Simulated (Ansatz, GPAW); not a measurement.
**CuI: 3 runs at one level of theory**

```xyz
2
Lattice="0.0000 3.0315 3.0315 3.0315 0.0000 3.0315 3.0315 3.0315 0.0000" Properties=species:S:1:pos:R:3 pbc="T T T"
I     0.0000    0.0000    0.0000
Cu    4.5473    4.5473    4.5473
```

Alike in all runs: task single point; functional PBE; k mesh 8 × 8 × 8; occupations gaussian, width 0.02 eV; no spin polarisation; no spin-orbit coupling. Pressure is positive in compression and, in plane waves, holds the error of the finite cutoff, which Ansatz's Pulay term estimates and takes out.

```json
{"program and potentials": "Ansatz, Ansatz PAW", "plane-wave cutoff (eV)": "420", "notes": "18 valence electrons an atom on average; Pulay term of +0.04 GPa included", "band gap (eV)": "1.12", "pressure (GPa)": "0.31"}
{"program and potentials": "GPAW, GPAW PAW data sets (gpaw-data 1.2.1)", "plane-wave cutoff (eV)": "600", "notes": "9 valence electrons an atom on average", "band gap (eV)": "1.14", "pressure (GPa)": "0.89"}
{"program and potentials": "Ansatz, all-electron LAPW, scalar-relativistic", "plane-wave cutoff (eV)": "-", "notes": "-", "band gap (eV)": "1.12", "pressure (GPa)": "0.33"}
```

The band gap spans 1.12 (Ansatz, all-electron LAPW, scalar-relativistic) to 1.14 eV (GPAW, GPAW PAW data sets (gpaw-data 1.2.1)), with all-electron results at 1.12. The pressure spans 0.31 (Ansatz, Ansatz PAW) to 0.89 GPa (GPAW, GPAW PAW data sets (gpaw-data 1.2.1)), with all-electron results at 0.33. Spin-orbit coupling, left out here, moves the band edges of heavy atoms.

Differences between rows come from potentials, basis sets and numerical settings, since the functional is the same but for its coding. Runs on potential files found faulty are left out.
